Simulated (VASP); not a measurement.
**A VASP 6.6.1 single-point calculation on HfO$_{2}$**

INCAR

```
LCHARG = .FALSE.
NSW = 0
PREC = Accurate
SIGMA = 0.02
LWAVE = .FALSE.
IBRION = -1
ENCUT = 520
ISMEAR = -1
LREAL = .FALSE.
GGA = PE
NELECT = 21
ISIF = 2
EDIFF = 1E-7
LASPH = .TRUE.
NBANDS = 18
NELM = 100
```

KPOINTS

```
KPOINTS created by Atomic Simulation Environment
0
Gamma
8 8 8
0 0 0
```

POSCAR

```
Hf O
 1.0000000000000000
    -0.1074594432000000    2.4975983457000002    2.4975983457000002
     2.4975983457000002   -0.1074594432000000    2.4975983457000002
     2.4975983457000002    2.4975983457000002   -0.1074594432000000
 Hf  O
   1   2
Cartesian
  0.0000000000000000  0.0000000000000000 -0.0000000000000000
  1.2386541966533118  1.2386541966533118  1.2386541966533116
  3.6490830515466892  3.6490830515466892  3.6490830515466892
```

The recommended PBE PAW datasets give the neutral cell 22 valence electrons.

Command

```
mpirun -np 1 vasp_std
```

Question: How does this run end, and what does it give?

Answer: It converged. Results: pressure -41.8 GPa; largest force 0.16 eV/Å.

OSZICAR

```
N       E                     dE             d eps       ncg     rms          rms(c)
DAV:   1     0.792616322270E+02    0.79262E+02   -0.11501E+04  2348   0.111E+03
DAV:   2    -0.323365394195E+02   -0.11160E+03   -0.10887E+03  3014   0.275E+02
DAV:   3    -0.361376396295E+02   -0.38011E+01   -0.37390E+01  2716   0.437E+01
DAV:   4    -0.361605485345E+02   -0.22909E-01   -0.22893E-01  2890   0.382E+00
DAV:   5    -0.361606998238E+02   -0.15129E-03   -0.15128E-03  2628   0.292E-01    0.439E+01
DAV:   6    -0.335170038130E+02    0.26437E+01   -0.69603E+00  2402   0.204E+01    0.346E+01
DAV:   7    -0.334003830381E+02    0.11662E+00   -0.59065E-01  2672   0.578E+00    0.201E+01
DAV:   8    -0.333957248465E+02    0.46582E-02   -0.15056E-01  2570   0.324E+00    0.409E+00
DAV:   9    -0.333864149797E+02    0.93099E-02   -0.41443E-02  2498   0.146E+00    0.152E+00
DAV:  10    -0.333859517705E+02    0.46321E-03   -0.42647E-03  2574   0.479E-01    0.617E-02
DAV:  11    -0.333859299312E+02    0.21839E-04   -0.23931E-04  2940   0.122E-01    0.145E-01
DAV:  12    -0.333859310381E+02   -0.11070E-05   -0.24252E-05  2684   0.344E-02    0.630E-02
DAV:  13    -0.333859330148E+02   -0.19767E-05   -0.16881E-06  2636   0.107E-02    0.777E-03
DAV:  14    -0.333859331142E+02   -0.99365E-07   -0.14326E-07  2520   0.236E-03
   1 F= -.33385933E+02 E0= -.33383718E+02  d E =-.443028E-02
```

Standard output (part)

```
POSCAR found type information on POSCAR HfO
 POSCAR found :  2 types and       3 ions
 LDA part: xc-table for (Slater+PW92), standard interpolation
 POSCAR, INCAR and KPOINTS ok, starting setup
 WAVECAR not read
 entering main loop
 the old and the new charge density differ
    0.439E+01
```

The cell is charged and sits in a uniform background.

For comparison, a separate PBE run of the intended cell, on usual settings and not on those above, gives a gap of 3.78 eV on its mesh and a pressure of -3.6 GPa.
